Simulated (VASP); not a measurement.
# C, self-consistent run: which settings are enough?

C, P1 (no. 1), 4 atoms in the cell. PBE; PAW potentials C (PBE set). VASP 6.6.1. The atoms are moved at random off their ideal places.

Wanted: energy within 1 meV/atom; forces within 0.005 eV/Å; pressure within 0.1 GPa.

POSCAR:
```
C
1.0
    2.5221000000      0.0000000000      0.0000000000
   -1.2610500000      2.1842026709      0.0000000000
    0.0000000000      0.0000000000      4.1186000000
C
4
Direct
    0.6672290000      0.3368970000      0.9393440000
    0.3240640000      0.6631200000      0.4397290000
    0.6698360000      0.3349230000      0.5613170000
    0.3247170000      0.6713550000      0.0584560000
```

## One numerical tag moved

| One numerical tag moved | Energy less reference (meV/atom) | Forces, largest deviation (eV/Å) | Pressure (GPa) | SCF iterations | Time (s) |
|---|---|---|---|---|---|
| default | 0.0 | 0.0000 | 4.31 | 12 | 26 |
| LDIAG = F | 0.0 | 0.0000 | 4.31 | 12 | 28 |
| WEIMIN = 0.0 | 0.0 | 0.0000 | 4.31 | 12 | 25 |
| LMAXPAW = -1 | -15.5 | 0.0022 | 2.91 | 12 | 24 |
| NBLK = 64 | 0.0 | 0.0000 | 4.31 | 12 | 24 |
| NDAV = 8 | 0.0 | 0.0000 | 4.31 | 12 | 24 |
| NDAV = 2 | 0.0 | 0.0000 | 4.31 | 12 | 24 |
| EBREAK = 1e-10 | 0.0 | 0.0001 | 4.31 | 12 | 25 |
| LASYNC = T | 0.0 | 0.0000 | 4.31 | 12 | 24 |

Chosen: default; no other choice that stays within half of the tolerance saves 30 % of the time.

## The input

INCAR:
```
SYSTEM = C
ALGO = Normal ; EDIFF = 1E-7
ENCUT = 520 ; ISIF = 2
ISMEAR = 0 ; LASPH = .True.
LCHARG = .False. ; LREAL = .False.
LWAVE = .False. ; NELM = 100
PREC = Accurate ; SIGMA = 0.02
```

KPOINTS:
```
k-points
0
Gamma
  10 10 6
```

Commands:
```
cat potpaw_PBE.64/C/POTCAR > POTCAR
mpirun -np 1 vasp_std > vasp.out
```

The chosen input took VASP 6.6.1 26 s on 1 core (Intel Xeon 6975P-C (Granite Rapids)), a shared host.

## An input that fails: LMAXPAW = -1 without LASPH

It runs to its end, but against the unchanged starting input it is off by 15.5 meV/atom in the energy, 0.0022 eV/Å in the forces, 1.40 GPa in the pressure.

Changes against the starting input:
```
- LASPH = True
+ LASPH = False
+ LMAXPAW = -1
```
